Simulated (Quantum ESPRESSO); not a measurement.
HfN in Quantum ESPRESSO: the effect of Hubbard term

HfN:

```
CELL_PARAMETERS angstrom
0.00000 2.45482 2.45482
2.45482 0.00000 2.45482
2.45482 2.45482 0.00000
ATOMIC_POSITIONS crystal
Hf 0.00000 0.00000 0.00000
N 0.25000 0.25000 0.25000
```

The cell comes from a database or a generator and needn't be the stable form of this composition.

Alike in all runs:

```yaml
Program: Quantum ESPRESSO 7.5
Task: Hubbard U by linear response
Functional: LDA
Potentials_or_basis: GBRV 1.5 LDA
Cutoff: 612 eV
Density_cutoff: 4898 eV
k_mesh: 8 × 8 × 8
Occupations: cold, width 0.2 eV
Spin: no spin polarisation
Start_of_the_occupations: default
Hubbard_projectors: ortho-atomic
Form_of_the_LDA_correlation: PZ81
Mixing_beta: 0.3
Most_SCF_iterations: 120
SCF_threshold: 4e-10 Ry
q_mesh: 2 × 2 × 2
```

| Hubbard term | pressure (GPa) |
| --- | --- |
| Hf d U = 0.0001 eV | ? |
| Hf d U = 2.0 eV | -6.6 |
| Hf d U = 4.0 eV | -2.8 |
| Hf d U = 6.0 eV | 1.0 |
| Hf d U = 8.0 eV | 4.8 |

Problem. What does the run with Hubbard term Hf d U = 0.0001 eV give?

Solution. Pressure -9.8 GPa.

Worked out: A straight line through the other rows of the pressure, of slope 1.9 GPa per eV, extrapolates to -10.4 GPa, against the run's -9.8.

Caveats: U without spin polarisation on a metal has little footing.
